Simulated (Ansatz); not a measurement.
## Bands, cutoff and cost in G0W0 for SnTe (puckered layers in the stacking of the orthorhombic crystal)

How do accuracy and time trade against each other in G0W0 on SnTe (puckered layers in the stacking of the orthorhombic crystal)?

Program: Ansatz 0.2.0. Level of theory: G0W0 on PBE, plane waves, PAW; PAW set soft_1. Results are calculated unless marked as measured.

## (1) The structure

The cell holds 12 atoms: 6 Sn and 6 Te. Its edges and angles: a = 4.652 Å, b = 4.501 Å, c = 53.500 Å, α = 90.0°, β = 90.0°, γ = 90.0°. Regions: layer 1, 4 atoms (2 Sn and 2 Te); layer 2, 4 atoms (2 Sn and 2 Te); layer 3, 4 atoms (2 Sn and 2 Te). Vacuum lies along c.

Coordinates:

```cif
data_structure
_symmetry_space_group_name_H-M 'P 1'
_symmetry_Int_Tables_number 1
_cell_length_a 4.6517
_cell_length_b 4.5013
_cell_length_c 53.5000
_cell_angle_alpha 90.000
_cell_angle_beta 90.000
_cell_angle_gamma 90.000
_cell_volume 1120.20
loop_
_atom_site_label
_atom_site_type_symbol
_atom_site_fract_x
_atom_site_fract_y
_atom_site_fract_z
_atom_site_occupancy
Sn1 Sn 0.07945 0.25000 0.35863 1
Sn2 Sn 0.57905 0.75000 0.41452 1
Te3 Te 0.52054 0.75000 0.35949 1
Te4 Te 0.01861 0.25000 0.41315 1
Sn5 Sn 0.92402 0.75000 0.52927 1
Sn6 Sn 0.42402 0.25000 0.47073 1
Te7 Te 0.48833 0.25000 0.52562 1
Te8 Te 0.98833 0.75000 0.47438 1
Sn9 Sn 0.07905 0.25000 0.58548 1
Sn10 Sn 0.57945 0.75000 0.64137 1
Te11 Te 0.51861 0.75000 0.58685 1
Te12 Te 0.02054 0.25000 0.64051 1
```

The structure was relaxed with PBE-D3(BJ). The runs that relaxed it are not among those shown. Spin-orbit coupling is left out unless a step names it. The Coulomb interaction is cut off across the vacuum.

## (2) 595 empty bands, screening to 38 eV

Now the one-shot GW correction: screening in the RPA, then the self-energy of the levels asked for. This step takes PAW set soft_1 files.

input.yaml

```yaml
crystal:
  lattice:
    - [4.6516617179, 0.0, 0.0]
    - [0.0, 4.5012609726, 0.0]
    - [0.0, 0.0, 53.5]
  atoms:
    - { symbol: Sn, position: [0.0794485047, 0.25, 0.3586322393] }
    - { symbol: Sn, position: [0.5790509245, 0.75, 0.4145226432] }
    - { symbol: Te, position: [0.5205384557, 0.75, 0.359492056] }
    - { symbol: Te, position: [0.0186134616, 0.25, 0.4131505321] }
    - { symbol: Sn, position: [0.9240220555, 0.75, 0.5292745012] }
    - { symbol: Sn, position: [0.4240220555, 0.25, 0.4707254988] }
    - { symbol: Te, position: [0.488326598, 0.25, 0.525615315] }
    - { symbol: Te, position: [0.988326598, 0.75, 0.474384685] }
    - { symbol: Sn, position: [0.0790509245, 0.25, 0.5854773568] }
    - { symbol: Sn, position: [0.5794485047, 0.75, 0.6413677607] }
    - { symbol: Te, position: [0.5186134616, 0.75, 0.5868494679] }
    - { symbol: Te, position: [0.0205384557, 0.25, 0.640507944] }
  periodic: [true, true, false]
kpoints:
  mp_grid: { grid: [4, 4, 1] }
hamiltonian:
  xc: pbe
  pseudopotentials: { kind: paw, azcp: { folder: soft_1 } }
scf:
  occupations: { method: fixed }
gw:
  n_empty_bands: 595
  ecut_chi: 38
  qp_bands: [v4, c4]
  qp_kpoints: band_edges
  screening: { model: contour_deformation }
```

Command:

```sh
> ansatz run input.yaml --threads 3 --pin off --max-ram 92160MiB --backend cuda --events-out ev --progress --plain --runs-dir out --devices 1 --max-vram 13GiB
```

Numbers of over 12 decimals in the logs are rounded to 6 here.

The program printed:

```text
GPUs: using 1 of 1 available (devices: 1).
Engine: ansatz 0.2.0, x86_64-unknown-linux-gnu
Pseudopotentials: kind: paw
Pseudopotential: Sn, paw, valence charge 14, recommended cutoff 420 eV (normal), soft_1/Sn.paw.azcp
Pseudopotential: Te, paw, valence charge 16, recommended cutoff 420 eV (normal), soft_1/Te.paw.azcp
Functional definition: PBE
  parameter kappa = 0.804
  parameter beta = 0.066725
  exchange = pbe_x(kappa = kappa, mu = beta*pi^2/3)
  correlation = pbe_c(beta = beta)
device memory: the entry about to start is reckoned to put 6.7 GiB on a device that reports 41.9 GiB free (of which the cap on the GPU budget leaves the run 13.0 GiB)
GPU FFT provider: cuFFT
GPU libraries: cuBLAS 13.8.2, cuFFT 12.4.0, cuSOLVER 12.3.4
Crystal: 12 atoms, lattice volume = 1120.201 Å³
Basis set: ecut = 420 eV, 21915 PW (Γ)
Bands: 108, of which v1, the nominal top of the filled ones, is band 90 counted from 1 (89 counted from 0)
Symmetry: 4 space group operations
Space group: Pmn21 (ITA 31), of the structure as read, at distance tolerance 1.0e-4 Å
k-points: 9 of 16 (time reversal used)
Non-local potential: Sn, projectors of the file, l = 0: 2, l = 1: 2, l = 2: 2, l = 3: 1
Non-local potential: Te, projectors of the file, l = 0: 2, l = 1: 2, l = 2: 2, l = 3: 1
PAW form: soft (Blöchl's): semilocal exchange-correlation on the pseudo side does not see the compensation charge
PAW one-centre angular grid: Sn, 590 points (default); XC on 64 Gauss nodes
PAW one-centre angular grid: Te, 590 points (default); XC on 64 Gauss nodes
Initial density: superposition of atomic densities (neutral atoms: chi_scale 0, normalization atom)
Initial wavefunctions: pseudopotential atomic-orbital guess
GPU buffer pool allocated for 368640 grid points (all kernels)
GPU transforms: local potential and band sums: pruned to the plane-wave sphere, on 32×32×360
Functional: x = pbe(κ = 0.804, μ = 0.219515), c = pbe(β = 0.066725)
iter 1 solved again at ethr=1.09e-3 eV; its pass at ethr=3.10e-3 eV (dr2=1.96e0 eV) is discarded
SCF iter   1: F=—  HF=-78029.432692 eV  |F-HF|=—  |Δ(HF+E_count)|=         —  Δρ=9.45e-3  dr2=1.97e0  ethr=1.09e-3  ⟨swp⟩=2.1  Hψ=4965  notcnv=0  defer=139
preconditioner: auto → Resta (q_TF=auto, 2.012 Å⁻¹)  ε∞=2.2  [insulator: Δε(μ)=1.146 eV  Ē_g=7.947 eV  n_scr=170 (ndim 8)  ℏωp=8.6 eV  f_vac=0.637  ε∞_Penn≈2.2  vacuum switching on, ρ_ref=4.6e-3 e/Å³]
SCF iter   2: F=—  HF=-78029.043420 eV  |F-HF|=—  |Δ(HF+E_count)|=   3.89e-1  Δρ=4.58e-3  dr2=4.55e-1  ethr=1.09e-3  ⟨swp⟩=3.8  Hψ=1286  notcnv=0  defer=143
SCF iter   3: F=—  HF=-78029.129090 eV  |F-HF|=—  |Δ(HF+E_count)|=   8.57e-2  Δρ=2.92e-3  dr2=1.55e0  ethr=2.53e-4  ⟨swp⟩=4.6  Hψ=1646  notcnv=0  defer=142  recentre
SCF iter   4: F=—  HF=-78029.020983 eV  |F-HF|=—  |Δ(HF+E_count)|=   1.08e-1  Δρ=1.63e-3  dr2=6.74e-2  ethr=2.53e-4  ⟨swp⟩=5.2  Hψ=1183  notcnv=0  defer=144
SCF iter   5: F=—  HF=-78029.021540 eV  |F-HF|=—  |Δ(HF+E_count)|=   5.57e-4  Δρ=3.07e-4  dr2=2.16e-3  ethr=3.74e-5  ⟨swp⟩=3.2  Hψ=1556  notcnv=0  defer=144
SCF iter   6: F=—  HF=-78029.021906 eV  |F-HF|=—  |Δ(HF+E_count)|=   3.66e-4  Δρ=1.38e-4  dr2=2.38e-4  ethr=1.20e-6  ⟨swp⟩=3.8  Hψ=1928  notcnv=0  defer=144
SCF iter   7: F=—  HF=-78029.021950 eV  |F-HF|=—  |Δ(HF+E_count)|=   4.40e-5  Δρ=3.62e-5  dr2=3.52e-5  ethr=1.32e-7  ⟨swp⟩=3.0  Hψ=1693  notcnv=0  defer=144
SCF iter   8: F=—  HF=-78029.021945 eV  |F-HF|=—  |Δ(HF+E_count)|=   4.92e-6  Δρ=1.39e-5  dr2=4.99e-6  ethr=1.96e-8  ⟨swp⟩=3.0  Hψ=1741  notcnv=0  defer=141
SCF iter   9: F=—  HF=-78029.021945 eV  |F-HF|=—  |Δ(HF+E_count)|=   6.21e-7  Δρ=7.35e-6  dr2=2.25e-6  ethr=2.77e-9  ⟨swp⟩=3.3  Hψ=2034  notcnv=0  defer=139
SCF iter  10: F=-78029.021945 eV  HF=-78029.021945 eV  |F-HF|=7.60e-9  |Δ(HF+E_count)|=   1.92e-7  Δρ=2.10e-6  dr2=8.19e-8  ethr=5.56e-11  ⟨swp⟩=22.7  Hψ=7597  notcnv=0
SCF 1 converged in 10 iterations: F = -78029.021945 eV  dr2 = 8.19e-8
  greatest PAW one-centre occupation: 0.998 electrons in one spin orbital (limit 2), on the Te atom at site 10 (counted from 0), in its partial waves of l = 2
device memory: the entry about to start is reckoned to put 7.4 GiB (of the 7.8 GiB reckoned in all, the device holds 0.4 GiB already) on a device that reports 41.1 GiB free (of which the cap on the GPU budget leaves the run 12.6 GiB)
NSCF: frozen V_eff on 9 k-points
the band table was solved once the SCF had ended and its energy, with any forces and stress, was formed, with the checks that follow a solve (5147 applications of the Hamiltonian). They found nothing against the state; the energy, forces and stress were not computed again (output.eigenvalues in the input reference)
NSCF: frozen V_eff on 9 k-points
WARN: eigensolver did not converge (k=1): 2 band(s) unlocked after 6 eigensolves, warm-restarted (20 sweeps on the last) at ethr=6.58e-12 eV (storage-precision floor; scheduled 1.00e-12 eV) (lowest unlocked band 688, counted from 0; max residual 4.66e-5 eV among the unlocked bands, 4.66e-5 eV over every band; other slots of this pass that fall short are told together in one closing line; warning suppressed until the next SCF loop or pass starts)
G₀W₀ screening: q 1/9
[... further progress lines ...]
SCF converged after 10 iterations
Free energy (F): -78029.021945 eV
Harris-Foulkes:  -78029.021945 eV  (|F-HF|=7.60e-9)
[...]
E_aug_tail   = 0.002304  (compensation charges beyond the density's cutoff)
  E_ewald      = 500696.318452
  E_smearing   = -0.000000  (= −TS)
  E_closure    = 0.000000  (closes the sum)
  Σ components = -78029.021945   (vs F -78029.021945, Δ=0.00e0)
--- Band table (eV; the first three rows and the last of 9) ---
  k-point 0: bands = [... 86 lower, -5.6628, -4.9905, -4.7491, -4.7124, -3.5610, -2.5998, -1.8043 (-1.8043°), -1.6973 (-1.6973°), ... 14 higher]
  k-point 1: bands = [... 86 lower, -5.0981, -5.0374, -4.8077, -4.7517, -3.3577, -2.9703, -2.5666, -2.4847, ... 14 higher]
  k-point 2: bands = [... 86 lower, -5.0236, -5.0236, -4.7688, -4.7688, -3.3338, -3.3338, -3.1302, -3.1302, ... 14 higher]
  k-point 8: bands = [... 86 lower, -5.7838, -5.7838, -5.6696, -5.6696, -1.9430, -1.9430, -1.8799, -1.8799, ... 14 higher]
  ° read free of the cell's end (the report's vacuum.weakly_bound_levels)
  °? not known for the slab's own: over its row's bound_up_to_ev there, or no deeper under its free states than its continued_xc_part_ev in size
--- G₀W₀: contour deformation, 7 samples at zero and on the imaginary axis and 1 off it, 16 q-points, 595 empty bands' worth ---
  eigenvalues of the whole cell's RPA ε∞ on this k-mesh (on a slab, of 1 + 4πα/V) = 1.3204, 9.1012, 9.2681; static W/v taken at q = 0 is 0.213896
  band pass: the eigensolver left bands unlocked in 1 slot; of largest residual, k=1: 1 band unlocked, the lowest band 689 (counted from 1), max residual 4.66e-5 eV over all its bands; `*` marks the rows of those k-points, and any row can be off: every row's sums read bands of every k-point
  bands read: the sum over 685 bands ends inside a degenerate multiplet in 5 slots, whose members it reads at an even weight; the widest, k=2: bands 685 to 686 (counted from 1) at 1/2 each
  gw.qp_kpoints: band_edges: 6 of 9 stored k-points solved, in 1 pass; an edge of the gap read off the rows below is read off those points alone
    valence top: of the k-points left out ik 7 came nearest to being solved in a further pass, in band 90 (counted from 1, as in the quasiparticle table): it holds the edge there only if its correction is more favourable than any solved in that band by at least 0.761 eV; those differ by 0.086 eV
    conduction bottom: of the k-points left out ik 7 came nearest to being solved in a further pass, in band 91 (counted from 1, as in the quasiparticle table): it holds the edge there only if its correction is more favourable than any solved in that band by at least 1.007 eV; those differ by 0.109 eV
    ik  band        ε_KS         Σx   Σc(E_QP)       V_xc       Z   E_QP_lin       E_QP  E_QP is
     0    87     -5.6628   -15.2140     1.8657   -13.3665  0.7140    -5.6446    -5.6446  root
     0    88     -4.9905   -14.5496     1.3814   -13.2176  0.7211    -4.9412    -4.9411  root
     0    89     -4.7491   -15.0797     1.4509   -13.7223  0.7228    -4.6559    -4.6557  root
     0    90     -4.7124   -14.9485     1.4239   -13.5932  0.7285    -4.6439    -4.6437  root
     0    91     -3.5610    -8.1092    -2.6715   -10.9223  0.7407    -3.4187    -3.4193  root
     0    92     -2.5998    -7.1789    -3.1184   -10.5511  0.7288    -2.3440    -2.3460  root
     0    93     -1.8043    -6.6516    -3.5421   -10.3656  0.7373    -1.6315    -1.6324  root
     0    94     -1.6973    -6.6936    -3.5593   -10.4224  0.7407    -1.5271    -1.5278  root
     1    87     -5.0981   -14.6381     1.4368   -13.2165  0.7185    -5.0828    -5.0828  root *
     1    88     -5.0374   -14.3037     1.0470   -13.3706  0.7203    -4.9239    -4.9234  root *
     1    89     -4.8077   -14.8743     1.2156   -13.7641  0.7290    -4.7025    -4.7022  root *
     1    90     -4.7517   -14.8386     1.1832   -13.7848  0.7292    -4.6227    -4.6222  root *
     1    91     -3.3577    -7.9198    -2.8373   -10.9265  0.7407    -3.1875    -3.1883  root *
     1    92     -2.9703    -8.4662    -2.9473   -11.7104  0.7408    -2.6707    -2.6735  root *
     1    93     -2.5666    -8.3673    -3.1543   -11.8760  0.7314    -2.2077    -2.2123  root *
     1    94     -2.4847    -8.4444    -3.2112   -12.0383  0.7291    -2.0971    -2.1021  root *
     2    87     -5.0236   -13.7469     0.9035   -12.8915  0.7283    -4.9756    -4.9755  root
     2    88     -5.0236   -13.7469     0.9035   -12.8915  0.7283    -4.9756    -4.9755  root
     2    89     -4.7688   -13.8752     0.8724   -13.0818  0.7237    -4.6900    -4.6898  root
     2    90     -4.7688   -13.8752     0.8724   -13.0818  0.7237    -4.6900    -4.6898  root
     2    91     -3.3338    -8.5099    -2.7976   -11.5528  0.7399    -3.0868    -3.0885  root
     2    92     -3.3338    -8.5099    -2.7976   -11.5528  0.7399    -3.0868    -3.0885  root
     2    93     -3.1302    -8.6951    -2.9137   -11.9431  0.7388    -2.7923    -2.7959  root
     2    94     -3.1302    -8.6951    -2.9137   -11.9431  0.7388    -2.7923    -2.7959  root
     3    87     -5.1213   -14.6664     1.4052   -13.2942  0.7202    -5.0884    -5.0883  root
     3    88     -4.9914   -14.4995     1.0821   -13.5201  0.7209    -4.8890    -4.8887  root
     3    89     -4.6804   -14.6359     1.0398   -13.7353  0.7310    -4.5418    -4.5412  root
     3    90     -4.6416   -14.8999     1.1745   -13.8703  0.7283    -4.4974    -4.4968  root
     3    91     -3.5341    -7.8624    -2.8019   -10.8202  0.7426    -3.3774    -3.3781  root
     3    92     -2.7286    -8.7173    -2.9776   -12.0311  0.7369    -2.3886    -2.3924  root
     3    93     -2.5512    -8.3367    -3.1919   -11.8748  0.7312    -2.2003    -2.2051  root
     3    94     -2.4505    -8.1520    -3.1082   -11.5826  0.7314    -2.1242    -2.1281  root
[...]
6    87     -4.6332   -13.4867     0.5624   -13.0380  0.7291    -4.5199    -4.5195  root
     6    88     -4.6332   -13.4867     0.5624   -13.0380  0.7291    -4.5199    -4.5195  root
     6    89     -4.5183   -13.3380     0.4720   -13.0203  0.7355    -4.3645    -4.3639  root
     6    90     -4.5183   -13.3380     0.4720   -13.0203  0.7355    -4.3645    -4.3639  root
     6    91     -3.3758    -9.3185    -2.4480   -12.0003  0.7401    -3.1405    -3.1420  root
     6    92     -3.3758    -9.3185    -2.4480   -12.0003  0.7401    -3.1405    -3.1420  root
     6    93     -3.3308    -8.5093    -2.8192   -11.6236  0.7389    -3.0331    -3.0357  root
     6    94     -3.3308    -8.5093    -2.8192   -11.6236  0.7389    -3.0331    -3.0357  root
[key lines of the parts left out:]
Fermi energy:    -4.518297 eV
```

It took 60 s on 1 × NVIDIA H100 80GB HBM3 (shared by 6 runs) with 3 threads of AMD EPYC 7R13 (Zen 3), shared host; peak memory 4.8 GiB.

Numbers from this step:

* bands summed: 685
* plane waves in the screening matrix: 629
* q-points in the mesh: 16
* G0W0 gap on the mesh: 0.9446 eV
* k of the valence top: -0.5, 0, 0
* k of the conduction bottom: 0, 0, 0
* starting gap on the mesh: 0.9573 eV
* Z at the valence top: 0.7355
* Z at the conduction bottom: 0.7407
* least direct G0W0 gap on the computed points: 1.119 eV

The gap on the mesh goes from 0.96 eV to 0.94 eV, a correction of −0.01 eV. Between the two edge states, bare exchange in place of the xc potential would open the gap by 3.13 eV, and correlation takes back 3.14 eV.

## (3) 1489 empty bands, screening to 70 eV

Another rung: the empty bands reach about as high as the screening cutoff, so the two stay in balance.

Edit input.yaml of step 2 so:

```diff
@@ -26,5 +26,6 @@
   occupations: { method: fixed }
+  convergence: { dr2_threshold: 1.0e-10 }
 gw:
-  n_empty_bands: 595
-  ecut_chi: 38
+  n_empty_bands: 1489
+  ecut_chi: 70.0
   qp_bands: [v4, c4]
```

The program printed:

```text
GPUs: using 1 of 1 available (devices: 1).
[...]
GPU FFT provider: cuFFT
GPU libraries: cuBLAS 13.8.2, cuFFT 12.4.0, cuSOLVER 12.3.4
Crystal: 12 atoms, lattice volume = 1120.201 Å³
Basis set: ecut = 420 eV, 21915 PW (Γ)
Bands: 108, of which v1, the nominal top of the filled ones, is band 90 counted from 1 (89 counted from 0)
[... 1 set-up line as in the run before ...]
[...]
k-points: 9 of 16 (time reversal used)
[...]
GPU buffer pool allocated for 368640 grid points (all kernels)
[...]
SCF iter  14: F=-78029.021945 eV  HF=-78029.021945 eV  |F-HF|=2.33e-10  |Δ(HF+E_count)|=  3.49e-10  Δρ=2.22e-8  dr2=5.53e-11  ethr=1.00e-12  ⟨swp⟩=23.8  Hψ=6546  notcnv=0
SCF 1 converged in 14 iterations: F = -78029.021945 eV  dr2 = 5.53e-11
[...]
NSCF: frozen V_eff on 9 k-points
[...]
WARN: concurrent solve slots capped 3 → 1 for the device: at 3 slots the entry is reckoned to put 35.6 GiB on a device that reports 58.5 GiB free (of which the cap on the GPU budget leaves the run 13.0 GiB); at 1, which needs least of the counts the run can take, it is still reckoned to put 15.1 GiB there, and the run may then fail, out of device memory, but for a DFPT wavevector's pass or, where it is not made for t [...]
[...]
G₀W₀ screening: q 1/9
[... further progress lines ...]
SCF converged after 14 iterations
Free energy (F): -78029.021945 eV
[...]
Internal energy: -78029.021945 eV  (E = F + TS)
E sigma→0 (E₀):  -78029.021945 eV
Fermi energy:    -4.518111 eV
[...]
--- Band table (eV; the first three rows and the last of 9) ---
  k-point 0: bands = [... 86 lower, -5.6626, -4.9903, -4.7489, -4.7123, -3.5608, -2.5996, -1.8041 (-1.8041°), -1.6972 (-1.6972°), ... 14 higher]
  k-point 1: bands = [... 86 lower, -5.0979, -5.0372, -4.8075, -4.7515, -3.3575, -2.9702, -2.5664, -2.4845, ... 14 higher]
  k-point 2: bands = [... 86 lower, -5.0234, -5.0234, -4.7686, -4.7686, -3.3336, -3.3336, -3.1300, -3.1300, ... 14 higher]
  k-point 8: bands = [... 86 lower, -5.7836, -5.7836, -5.6695, -5.6695, -1.9428, -1.9428, -1.8797, -1.8797, ... 14 higher]
  ° read free of the cell's end (the report's vacuum.weakly_bound_levels)
[...]
0    87     -5.6626   -15.2140     1.5642   -13.3665  0.7095    -5.9491    -5.9458  root
     0    88     -4.9903   -14.5496     1.0855   -13.2176  0.7169    -5.2391    -5.2369  root
     0    89     -4.7489   -15.0797     1.1276   -13.7223  0.7181    -4.9805    -4.9787  root
     0    90     -4.7123   -14.9485     1.1028   -13.5932  0.7240    -4.9668    -4.9647  root
     0    91     -3.5608    -8.1092    -2.9013   -10.9224  0.7389    -3.6487    -3.6490  root
     0    92     -2.5996    -7.1789    -3.3374   -10.5511  0.7272    -2.5653    -2.5648  root
     0    93     -1.8041    -6.6517    -3.7192   -10.3657  0.7363    -1.8093    -1.8093  root
     0    94     -1.6972    -6.6936    -3.7415   -10.4224  0.7394    -1.7099    -1.7099  root
[...]
6    91     -3.3756    -9.3185    -2.7090   -12.0003  0.7377    -3.4029    -3.4029  root
     6    92     -3.3756    -9.3185    -2.7090   -12.0003  0.7377    -3.4029    -3.4029  root
     6    93     -3.3306    -8.5094    -3.0614   -11.6236  0.7368    -3.2777    -3.2778  root
     6    94     -3.3306    -8.5094    -3.0614   -11.6236  0.7368    -3.2777    -3.2778  root
```

The job ended after 20 min (1 × NVIDIA H100 80GB HBM3 (shared by 6 runs) with 3 threads; peak memory 9.9 GiB).

Numbers from this step:

```yaml
bands_summed: 1579
plane_waves_in_the_screening_matrix: 1445
q_points_in_the_mesh: 16
g0w0_gap_on_the_mesh: 1.016 eV
k_of_the_valence_top: -0.5, 0, 0
k_of_the_conduction_bottom: 0, 0, 0
starting_gap_on_the_mesh: 0.9573 eV
z_at_the_valence_top: 0.7323
z_at_the_conduction_bottom: 0.7389
least_direct_g0w0_gap_on_the_computed_points: 1.236 eV
```

Against the run with 4×4×1 mesh, 595 empty bands, screening to 38 eV, PAW set soft_1 files, the gap moves by +0.07 eV.

## (4) Side by side

Times are wall times on 1 × NVIDIA H100 80GB HBM3 (shared by 6 runs) with 3 threads of AMD EPYC 7R13 (Zen 3), shared host, good to a factor of about two.

```
 mesh           files            frequency  bands summed  cutoff (eV)  start (eV)  G0W0 (eV)    time  host memory (GiB)
4×4×1  PAW set soft_1  contour deformation           685           38       0.957      0.945    60 s                4.8
4×4×1  PAW set soft_1  contour deformation          1579           70       0.957      1.016  20 min                9.9
```

How the two edges are built up, in eV (the quasiparticle level is the starting level plus Σx plus Σc less Vxc):

```
       run               edge  start      Σx     Σc     Vxc     Z     QP
 685 bands        valence top  -4.52  -13.34   0.47  -13.02  0.74  -4.36
 685 bands  conduction bottom  -3.56   -8.11  -2.67  -10.92  0.74  -3.42
1579 bands        valence top  -4.52  -13.34   0.17  -13.02  0.73  -4.67
1579 bands  conduction bottom  -3.56   -8.11  -2.90  -10.92  0.74  -3.65
```

## (5) Summary of results

```
685 bands, 38 eV                    : 0.945 eV
1579 bands, 70 eV                   : 1.016 eV
estimated limit in bands and cutoff : 1.07 eV
mesh and start                      : 4×4×1, PBE
```

In words: A line in one over the bands through the two rungs gives 1.07 eV, +0.05 eV from the top rung; with two points alone it is an unchecked estimate. The rungs stand 0.13 eV (685 bands) and 0.05 eV (1579 bands) from it. From 685 to 1579 bands the gap moves by +0.07 eV while the time grows 20-fold. Σc changes by −0.30 eV at the valence top and −0.23 eV at the conduction bottom, so the levels themselves move more than the gap between them. The 4×4×1 mesh misses a band edge: over a band path and its finer mesh (run apart) the PBE gap is 0.48 eV, so the G0W0 gap over the zone may lie about 0.47 eV below its value on the mesh. The mesh in the plane is coarse for a sheet; gap and any exciton binding can still move on denser ones. The many-body steps are scalar-relativistic: spin-orbit coupling is not in them.

[Paths, hosts, dates, memory and timing lines, banners, echoed tables and standing remarks are left out of the program output.]

[Logs are printed without paths, hosts, clocks, repeated set-up lines and the standing remarks that a program may print on its own settings, such as how far it seeks lower states.]

[Runs of the session that timed out or met a known fault of the program may be left out.]

[Cells called generated may have been cut or substituted from an entry of the Crystallography Open Database or the Materials Project.]

[Hosts, paths, dates, database ids (printed as entryN), source tags and the programs' standing remarks are cut or masked in the printed files.]
